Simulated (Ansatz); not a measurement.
Geometry optimisation in Ansatz: input, command and trajectory.

```yaml
crystal:
  lattice:
    - [2.9041546939, 0.0, 0.0]
    - [0.0, 2.9041546939, 0.0]
    - [0.0, 0.0, 3.669651991]
  atoms:
    - { symbol: V, position: [0.0, 0.5, 0.2351] }
    - { symbol: V, position: [0.5, 0.0, 0.7649] }
    - { symbol: H, position: [0.0, 0.0, 0.0] }
    - { symbol: H, position: [0.5, 0.5, 0.0] }
basis:
  ecutwfc: 420
kpoints:
  mp_grid: { grid: [6, 6, 6] }
hamiltonian:
  xc: pbe
scf:
  occupations: { method: gaussian, width: 0.1 }
  lower_state_search: "off"
output:
  forces: true
  stress: true
  eigenvalues: true
relax:
  adjacent_minimum: "off"
  f_tol: 0.04
  max_steps: 70
  cell: { stress_tol: 0.4 }
```

```bash
ansatz run input.yaml --threads 1 --pin off --max-ram 2560MiB --backend cpu --events-out ev --progress --plain --runs-dir out
```

The calculation used Ansatz, DFT PBE, scalar-relativistic, plane waves, PAW.

Of 9 frames 8 are shown, positions in Å and forces in eV/Å; the SCF threshold varies from step to step. Steps run on the plane waves of an earlier cell, with a Pulay correction in the pressure. The basis is chosen afresh for the last frame, the zero of the energies, and at times for earlier ones too; energy and pressure step there, also at an unchanged geometry. Here that happened at step 7 (-2 meV/atom, 0.4 GPa); the frames before carry an error of that size.

```xyz
4
Lattice="2.9042 0.0000 0.0000 0.0000 2.9042 0.0000 0.0000 0.0000 3.6697" Properties=species:S:1:pos:R:3:forces:R:3 pbc="T T T" step=1 free_energy_over_end_meV_per_atom=208.58 pressure_GPa=19.70
V     0.0000    1.4521    0.8627    0.0000    0.0000    3.0675
V     1.4521    0.0000    2.8069    0.0000    0.0000   -3.0675
H     0.0000    0.0000    0.0000    0.0000    0.0000    0.0000
H     1.4521    1.4521    0.0000    0.0000    0.0000    0.0000
4
Lattice="2.9968 0.0000 0.0000 0.0000 2.9968 0.0000 0.0000 0.0000 3.4902" Properties=species:S:1:pos:R:3:forces:R:3 pbc="T T T" step=2 free_energy_over_end_meV_per_atom=49.92 pressure_GPa=6.81
V     0.0000    1.4984    0.9085    0.0000    0.0000    0.8918
V     1.4984    0.0000    2.5817    0.0000    0.0000   -0.8918
H     0.0000    0.0000    0.0000    0.0000    0.0000    0.0000
H     1.4984    1.4984    0.0000    0.0000    0.0000    0.0000
4
Lattice="3.0824 0.0000 0.0000 0.0000 3.0824 0.0000 0.0000 0.0000 3.3115" Properties=species:S:1:pos:R:3:forces:R:3 pbc="T T T" step=3 free_energy_over_end_meV_per_atom=10.97 pressure_GPa=2.19
V     0.0000    1.5412    0.8900    0.0000    0.0000    0.0321
V     1.5412    0.0000    2.4215    0.0000    0.0000   -0.0321
H     0.0000    0.0000    0.0000    0.0000    0.0000    0.0000
H     1.5412    1.5412    0.0000    0.0000    0.0000    0.0000
4
Lattice="3.1673 0.0000 0.0000 0.0000 3.1673 0.0000 0.0000 0.0000 3.1325" Properties=species:S:1:pos:R:3:forces:R:3 pbc="T T T" step=4 free_energy_over_end_meV_per_atom=2.90 pressure_GPa=-0.18
V     0.0000    1.5836    0.8384    0.0000    0.0000   -0.0702
V     1.5836    0.0000    2.2941    0.0000    0.0000    0.0702
H     0.0000    0.0000    0.0000    0.0000    0.0000    0.0000
H     1.5836    1.5836    0.0000    0.0000    0.0000    0.0000
4
Lattice="3.1503 0.0000 0.0000 0.0000 3.1503 0.0000 0.0000 0.0000 3.1755" Properties=species:S:1:pos:R:3:forces:R:3 pbc="T T T" step=5 free_energy_over_end_meV_per_atom=2.48 pressure_GPa=-0.12
V     0.0000    1.5751    0.8486    0.0000    0.0000   -0.0118
V     1.5751    0.0000    2.3269    0.0000    0.0000    0.0118
H     0.0000    0.0000    0.0000    0.0000    0.0000    0.0000
H     1.5751    1.5751    0.0000    0.0000    0.0000    0.0000
4
Lattice="3.1536 0.0000 0.0000 0.0000 3.1536 0.0000 0.0000 0.0000 3.1644" Properties=species:S:1:pos:R:3:forces:R:3 pbc="T T T" step=6 free_energy_over_end_meV_per_atom=2.41 pressure_GPa=0.04
V     0.0000    1.5768    0.8446    0.0000    0.0000   -0.0083
V     1.5768    0.0000    2.3198    0.0000    0.0000    0.0083
H     0.0000    0.0000    0.0000    0.0000    0.0000    0.0000
H     1.5768    1.5768    0.0000    0.0000    0.0000    0.0000
4
Lattice="3.1536 0.0000 0.0000 0.0000 3.1536 0.0000 0.0000 0.0000 3.1644" Properties=species:S:1:pos:R:3:forces:R:3 pbc="T T T" step=7 free_energy_over_end_meV_per_atom=0.11 pressure_GPa=0.45
V     0.0000    1.5768    0.8446    0.0000    0.0000   -0.0092
V     1.5768    0.0000    2.3198    0.0000    0.0000    0.0092
H     0.0000    0.0000    0.0000    0.0000    0.0000    0.0000
H     1.5768    1.5768    0.0000    0.0000    0.0000    0.0000
4
Lattice="3.1624 0.0000 0.0000 0.0000 3.1624 0.0000 0.0000 0.0000 3.1534" Properties=species:S:1:pos:R:3:forces:R:3 pbc="T T T" step=9 free_energy_over_end_meV_per_atom=0.00 pressure_GPa=-0.03
V     0.0000    1.5812    0.8395    0.0000    0.0000   -0.0108
V     1.5812    0.0000    2.3138    0.0000    0.0000    0.0108
H     0.0000    0.0000    0.0000    0.0000    0.0000    0.0000
H     1.5812    1.5812    0.0000    0.0000    0.0000    0.0000
```

The start puts this composition into another compound's structure type, which needn't suit it. At the end the space group is P4/nmm (tolerance 0.05 Å).

The run took 12 s on 1 thread of Arm Neoverse V2 (shared host), peak memory 0.31 GiB.

The k mesh is coarse.